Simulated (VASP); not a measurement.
# GaN (P6_3mc) in VASP: a series of runs

Runs on GaN. Level: PBE. Tasks: single point.

Everything below comes from runs of VASP 6.6.1. Logs are shortened: lines on timing, memory, paths and dates and some standing lists are left out, and cuts for length are marked.

## (1) Starting point

It takes space group P6_3mc (No. 186, hexagonal). Conventional cell: a = 3.180 Å, b = 3.180 Å, c = 5.166 Å, α = 90.00°, β = 90.00°, γ = 120.00°. Ga (site symmetry 3m) has 4 N at 1.94 to 1.95 Å as nearest neighbours. Around N (site symmetry 3m) lie 4 Ga at 1.94 to 1.95 Å.

## (2) Single point, PBE

INCAR reads:

```
PREC = Accurate
ENCUT = 400
EDIFF = 1E-7
ISMEAR = 0
SIGMA = 0.05
LREAL = F
LASPH = T
NELM = 100
ALGO = Normal
ISIF = 2
LWAVE = F
LCHARG = F
GGA = PE
ADDGRID = F
```

KPOINTS reads:

```
Automatic mesh
0
Gamma
  2 2 1
```

POSCAR reads:

```
GaN
1.0
    3.1800000000      0.0000000000      0.0000000000
   -1.5900000000      2.7539607840      0.0000000000
    0.0000000000      0.0000000000      5.1660000000
Ga N
2 2
Direct
    0.6666666667      0.3333333333      0.5000000000
    0.3333333333      0.6666666667      0.0000000000
    0.6666666667      0.3333333333      0.8750000000
    0.3333333333      0.6666666667      0.3750000000
```

Potentials or basis: VASP PAW PBE potentials, release 64 (Ga, N).

Command:

```bash
cat potpaw_PBE.64/Ga/POTCAR potpaw_PBE.64/N/POTCAR > POTCAR
mpirun -np 1 vasp_std > vasp.out
```

OUTCAR:

```text
PREC = Accurate
   ENCUT = 400
   EDIFF = 1E-7
   ISMEAR = 0
   LREAL = F
   LASPH = T
   NELM = 100
   ISIF = 2
   GGA = PE

 Found      2 irreducible k-points:

 Following reciprocal coordinates:
            Coordinates               Weight
  0.000000  0.000000  0.000000      1.000000
  0.500000  0.000000  0.000000      3.000000
   k-points           NKPTS =      2   k-points in BZ     NKDIM =      2   number of bands    NBANDS=     12
   number of dos      NEDOS =    301   number of ions     NIONS =      4
   total plane-waves  NPLWV =  20736
   dimension x,y,z NGX =    24 NGY =   24 NGZ =   36
   dimension x,y,z NGXF=    48 NGYF=   48 NGZF=   72
   ions per type =               2   2
   NGX,Y,Z   is equivalent  to a cutoff of  12.55, 12.55, 11.59 a.u.
   NGXF,Y,Z  is equivalent  to a cutoff of  25.09, 25.09, 23.17 a.u.
 SYSTEM =  unknown system
   PREC   = accura    normal or accurate (medium, high low for compatibility)
   ISTART =      0    job   : 0-new  1-cont  2-samecut
   ICHARG =      2    charge: 1-file 2-atom 10-const
   ISPIN  =      1    spin polarized calculation?
   LNONCOLLINEAR =      F non collinear calculations
   LSORBIT =      F    spin-orbit coupling
   LASPH  =      T    aspherical Exc in radial PAW
   ENCUT  =  400.0 eV  29.40 Ry    5.42 a.u.   5.19  5.19  8.42*2*pi/ulx,y,z
   NELM   =    100;   NELMIN=  2; NELMDL= -5     # of ELM steps
   EDIFF  = 0.1E-06   stopping-criterion for ELM
   LREAL  =      F    real-space projection
   EDIFFG = 0.1E-05   stopping-criterion for IOM
   NSW    =      0    number of steps for IOM
   IBRION =     -1    ionic relax: 0-MD 1-quasi-New 2-CG
   NFREE  =      0    steps in history (QN), initial steepest desc. (CG)
   ISIF   =      2    stress and relaxation
   ISYM   =      2    0-nonsym 1-usesym 2-fastsym
   POTIM  = 0.5000    time-step for ionic-motion
   TEBEG  =    0.0;   TEEND  =   0.0 temperature during run
   PSTRESS=    0.0 pullay stress
   NELECT =      16.0000    total number of electrons
   NUPDOWN=      -1.0000    fix difference up-down
   EMIN   =  10.00;   EMAX   =-10.00  energy-range for DOS
   EFERMI =   0.00;   METHOD = LEGACY
   ISMEAR =     0;   SIGMA  =   0.05  broadening in eV -4-tet -1-fermi 0-gaus
   EFERMI_NEDOS =   21; number of points for ismear=-14 and -15
   IALGO  =     38    algorithm
   IMIX   =      4    mixing-type and parameters
     AMIX     =   0.40;   BMIX     =  1.00
     AMIX_MAG =   1.60;   BMIX_MAG =  1.00
  volume/ion in A,a.u.               =      11.31        76.33
  Fermi-wavevector in a.u.,A,eV,Ry     =   1.157715  2.187764 18.235949  1.340304
  Thomas-Fermi vector in A             =   2.294324
   LORBIT       =      0    0 simple, 1 ext, 2 COOP (PROOUT), +10 PAW based schemes
   GGA     = PE    functional components
   LHFCALC =     F    Hartree Fock is set to
   AEXX    =    0.0000 exact exchange contribution
   IVDW    =     0    specifies the selected vdW correction
   LEPSILON=     F    determine dielectric tensor
   LRPA    =     F    only Hartree local field effects (RPA)
 non-spin polarized calculation
 Gauss-broadening in eV      SIGMA  =   0.05
  energy-cutoff  :      400.00
  volume of cell :       45.24
 maximum number of plane-waves:       834
 NGX is ok and might be reduce to    24
   NGX = 11   NGY = 11   NGZ = 17

 number of electron      15.9999999 magnetization

 Free energy of the ion-electron system (eV)
  ---------------------------------------------------
  ext. energy  EPLUGINS =         0.00000000
  ---------------------------------------------------
  free energy    TOTEN  =       -23.00111725 eV

  energy without entropy =      -23.00111725  energy(sigma->0) =      -23.00111725

 E-fermi :   3.6188     XC(G=0): -10.8574

 val. band max:        3.3251326516   @ k =   0.0000   0.0000   0.0000
 cond. band min:       5.2657189226   @ k =   0.0000   0.0000   0.0000
 fundamental gap:      1.9405862710
 Fermi energy:         3.6187815877

 k-point     1 :       0.0000    0.0000    0.0000
  band No.  band energies     occupation
      1     -12.7605      2.00000
      2     -10.3064      2.00000
      3      -3.8927      2.00000
      4       2.2477      2.00000
      5       2.2477      2.00000
      6       3.2426      2.00000
      7       3.3251      2.00000
      8       3.3251      2.00000
      9       5.2657      0.00000
     10       7.5542      0.00000
     11      12.5904      0.00000
     12      13.1467      0.00000

 k-point     2 :       0.5000    0.0000    0.0000
  band No.  band energies     occupation
      1     -10.4536      2.00000
      2      -9.5903      2.00000
      3      -3.2849      2.00000
      4      -2.0674      2.00000
      5      -1.0236      2.00000
      6       0.5233      2.00000
      7       0.9690      2.00000
      8       2.3251      2.00000
      9       8.2993      0.00000
     10       8.8841      0.00000
     11       9.3564      0.00000
     12      12.0641      0.00000

------------------------ aborting loop because EDIFF is reached ----------------------------------------

  FORCE on cell =-STRESS in cart. coord.  units (eV):
  Direction    XX          YY          ZZ          XY          YZ          ZX
  --------------------------------------------------------------------------------------
  -------------------------------------------------------------------------------------
  Total        4.4649638      4.4649638     -0.8174585      0.0000000     -0.0000000      0.0000000
  in kB      158.1208920    158.1208920    -28.9492305      0.0000000     -0.0000000      0.0000000
  external PRESSURE =      95.7641845 kB  Pullay stress =       0.0000000 kB

 VOLUME and BASIS-vectors are now :
 -----------------------------------------------------------------------------
  energy-cutoff  :      400.00
  volume of cell :       45.24
      direct lattice vectors                 reciprocal lattice vectors
     3.180000000  0.000000000  0.000000000     0.314465409  0.181556688  0.000000000
    -1.590000000  2.753960784  0.000000000     0.000000000  0.363113377  0.000000000
     0.000000000  0.000000000  5.166000000     0.000000000  0.000000000  0.193573364

 POSITION                                       TOTAL-FORCE (eV/Angst)
 -----------------------------------------------------------------------------------
      1.59000      0.91799      2.58300        -0.000000      0.000000     -0.177177
     -0.00000      1.83597      0.00000         0.000000      0.000000     -0.177177
      1.59000      0.91799      4.52025        -0.000000      0.000000      0.177177
     -0.00000      1.83597      1.93725         0.000000     -0.000000      0.177177
 -----------------------------------------------------------------------------------
    total drift:                               -0.000000      0.000000     -0.000906

  FREE ENERGIE OF THE ION-ELECTRON SYSTEM (eV)
  ---------------------------------------------------
  free  energy   TOTEN  =       -23.0011172542 eV

  energy  without entropy=      -23.0011172542  energy(sigma->0) =      -23.00111725
```

Run time: 3.5 s. Hardware: 1 thread of Intel Xeon 6975P-C (Granite Rapids), shared host; peak memory 0.15 GiB.

These settings aren't checked as converged: the numbers below hold their error.

Results:

```yaml
Free_energy: -23.0011 eV
Largest_force: 0.177 eV/Å
Band_gap_on_the_k_mesh: 1.94 eV, direct
```

Caveat: the k mesh is coarse (spacing up to 1.22 Å⁻¹), so the values aren't converged; the cutoff is under 1.25 times the usual one of these potentials, so pressure, stress and relaxed cells hold a basis-set (Pulay) error.

## (3) Single point, PBE

INCAR is that of step 2.

KPOINTS is that of step 2.

POSCAR reads:

```
GaN
1.0
    3.1800000000      0.0000000000      0.0000000000
   -1.5900000000      2.7539607840      0.0000000000
    0.0000000000      0.0000000000      5.1660000000
Ga N
2 2
Direct
    0.6521390000      0.3316270000      0.5245870000
    0.3764220000      0.6884330000      0.0161300000
    0.6603830000      0.3218970000      0.8783140000
    0.3311160000      0.6688000000      0.3826530000
```

Potentials or basis: VASP PAW PBE potentials, release 64 (Ga, N).

Command:

```bash
cat potpaw_PBE.64/Ga/POTCAR potpaw_PBE.64/N/POTCAR > POTCAR
mpirun -np 1 vasp_std > vasp.out
```

Wall time 4.5 s (1 thread of Intel Xeon 6975P-C (Granite Rapids), shared host); peak memory 0.14 GiB.

These settings aren't checked as converged: the numbers below hold their error.

What came out:

```
Free energy            : -22.7188 eV
Largest force          : 2.602 eV/Å
Band gap on the k mesh : 1.72 eV, direct
```

Caveat: the k mesh is coarse (spacing up to 1.22 Å⁻¹), so the values aren't converged; the cutoff is under 1.25 times the usual one of these potentials, so pressure, stress and relaxed cells hold a basis-set (Pulay) error.

## (4) Single point, PBE

INCAR, as its differences from that of step 3:

```diff
@@ -1,3 +1,3 @@
 PREC = Accurate
-ENCUT = 400
+ENCUT = 450
 EDIFF = 1E-7
```

KPOINTS is that of step 3.

POSCAR reads:

```
GaN
1.0
    3.1800000000      0.0000000000      0.0000000000
   -1.5900000000      2.7539607840      0.0000000000
    0.0000000000      0.0000000000      5.1660000000
Ga N
2 2
Direct
    0.6666666667      0.3333333333      0.5000000000
    0.3333333333      0.6666666667      0.0000000000
    0.6666666667      0.3333333333      0.8750000000
    0.3333333333      0.6666666667      0.3750000000
```

Command:

```bash
cat potpaw_PBE.64/Ga/POTCAR potpaw_PBE.64/N/POTCAR > POTCAR
mpirun -np 1 vasp_std > vasp.out
```

Wall time 3.6 s (1 thread of Intel Xeon 6975P-C (Granite Rapids), shared host); peak memory 0.14 GiB.

The run converged, but some of its settings lie outside the range that counts as converged, so its numbers aren't taken as properties of the crystal.

Results:

```
Free energy            : -22.9925 eV
Largest force          : 0.176 eV/Å
Band gap on the k mesh : 1.95 eV, direct
```

Caveat: the k mesh is coarse (spacing up to 1.22 Å⁻¹), so the values aren't converged; the cutoff is under 1.25 times the usual one of these potentials, so pressure, stress and relaxed cells hold a basis-set (Pulay) error.

## (5) Single point, PBE

INCAR is that of step 4.

KPOINTS is that of step 4.

POSCAR reads:

```
GaN
1.0
    3.1800000000      0.0000000000      0.0000000000
   -1.5900000000      2.7539607840      0.0000000000
    0.0000000000      0.0000000000      5.1660000000
Ga N
2 2
Direct
    0.6521390000      0.3316270000      0.5245870000
    0.3764220000      0.6884330000      0.0161300000
    0.6603830000      0.3218970000      0.8783140000
    0.3311160000      0.6688000000      0.3826530000
```

Command:

```bash
cat potpaw_PBE.64/Ga/POTCAR potpaw_PBE.64/N/POTCAR > POTCAR
mpirun -np 1 vasp_std > vasp.out
```

Run time: 5.1 s. Hardware: 1 thread of Intel Xeon 6975P-C (Granite Rapids), shared host; peak memory 0.14 GiB.

The run converged, but some of its settings lie outside the range that counts as converged, so its numbers aren't taken as properties of the crystal.

Results:

```
Free energy            : -22.7110 eV
Largest force          : 2.594 eV/Å
Band gap on the k mesh : 1.73 eV, direct
```

Caveat: the k mesh is coarse (spacing up to 1.22 Å⁻¹), so the values aren't converged; the cutoff is under 1.25 times the usual one of these potentials, so pressure, stress and relaxed cells hold a basis-set (Pulay) error.

## (6) Single point, PBE

INCAR, as its differences from that of step 5:

```diff
@@ -1,3 +1,3 @@
 PREC = Accurate
-ENCUT = 450
+ENCUT = 550
 EDIFF = 1E-7
```

KPOINTS is that of step 5.

POSCAR reads:

```
GaN
1.0
    3.1800000000      0.0000000000      0.0000000000
   -1.5900000000      2.7539607840      0.0000000000
    0.0000000000      0.0000000000      5.1660000000
Ga N
2 2
Direct
    0.6666666667      0.3333333333      0.5000000000
    0.3333333333      0.6666666667      0.0000000000
    0.6666666667      0.3333333333      0.8750000000
    0.3333333333      0.6666666667      0.3750000000
```

Potentials or basis: VASP PAW PBE potentials, release 64 (Ga, N).

Command:

```bash
cat potpaw_PBE.64/Ga/POTCAR potpaw_PBE.64/N/POTCAR > POTCAR
mpirun -np 1 vasp_std > vasp.out
```

Wall time 4.9 s (1 thread of Intel Xeon 6975P-C (Granite Rapids), shared host); peak memory 0.15 GiB.

The run converged, but some of its settings lie outside the range that counts as converged, so its numbers aren't taken as properties of the crystal.

Results:

- Free energy: -22.9898 eV
- Pressure: 12.6 GPa
- Largest force: 0.175 eV/Å
- Band gap on the k mesh: 1.95 eV, direct

Caveat: the k mesh is coarse (spacing up to 1.22 Å⁻¹), so the values aren't converged.

## (7) For comparison

An earlier run on the cell as given: functional PBEsol; potentials or basis VASP PAW PBE potentials, release 64 (Ga_d, N); cutoff 520 eV; k mesh 10 × 10 × 5; occupations fermi-dirac, width 0.05 eV; no spin polarisation.

- Pressure: 0.8 GPa
- Largest force: 0.131 eV/Å
- Band gap on the k mesh: 1.93 eV, direct
